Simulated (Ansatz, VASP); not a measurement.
AlN: VASP beside Ansatz

```
CELL_PARAMETERS angstrom
3.12224 0.00000 0.00000
-1.56112 2.70393 0.00000
0.00000 0.00000 4.97834
ATOMIC_POSITIONS crystal
Al 0.33333 0.66667 0.99979
Al 0.66667 0.33333 0.49979
N 0.33333 0.66667 0.38221
N 0.66667 0.33333 0.88221
```

Alike in both runs: functional r2SCAN; k mesh 8 × 8 × 5; no spin polarisation.

Ansatz relaxed the structure, and its values are those at the end. VASP's run is a single point on that final structure, the one shown.

|  | VASP | Ansatz |
| --- | --- | --- |
| version | VASP 6.6.1 | Ansatz 0.2.0 |
| potentials or method | VASP PAW PBE potentials, release 64 (Al, N) | scalar-relativistic, plane waves, PAW |
| plane-wave cutoff (eV) | 520 | 500 |
| occupations | gaussian, width 0.01 eV | fixed |
| valence electrons in the cell | 16 | 16 |

```tsv
	VASP	Ansatz	Ansatz less VASP
gap on the k mesh at the Fermi level (eV)	4.80	4.76	-0.040
least direct gap on the mesh (eV)	4.80	4.76	-0.040
pressure (GPa)	-2.5	-2.1	+0.39
```

Ansatz warned: «stress_scf_threshold_loose».

Caveats: the PAW data sets were made with another functional, which shifts forces and pressure a little (VASP). r2SCAN opens gaps a little over a GGA but as a rule still falls short of measured ones.
